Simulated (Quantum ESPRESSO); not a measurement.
TaN: zone-centre phonons under several settings

```
CELL_PARAMETERS angstrom
0.00000 2.21132 2.21132
2.21132 0.00000 2.21132
2.21132 2.21132 0.00000
ATOMIC_POSITIONS crystal
Ta 0.50000 0.50000 0.50000
N 0.00000 0.00000 0.00000
```

The cell comes from a database or a generator and needn't be the stable form of this composition.

All runs used Quantum ESPRESSO 7.5; k mesh 7 × 7 × 7; collinear spin, ferromagnetic start; cutoff 1143 eV.

```tsv
level	potentials	geometry	occupations	volume (Å³/atom)	pressure (GPa)	lowest optical mode without the field (cm⁻¹)
PBEsol	PseudoDojo 0.4.1 SR PBE standard	given cell, atoms relaxed	cold, width 0.272 eV	10.81	-10.2	300
LDA	PseudoDojo 0.4.1 SR LDA standard	relaxed cell	gaussian, width 0.272 eV	?	0.0	?
```

Q: What stands in the row left open?

A: Volume 10.19 Å³/atom; lowest optical mode without the field 379 cm⁻¹.

Caveats: the mesh is thin for the phonons of a metal; the potentials were made for another functional, which shifts forces and pressure (some runs); the cell is more than 3 GPa from zero pressure, which shifts response properties (some runs).

For the row left open. Caveat: the k mesh is coarse; the mesh is thin for the phonons of a metal.
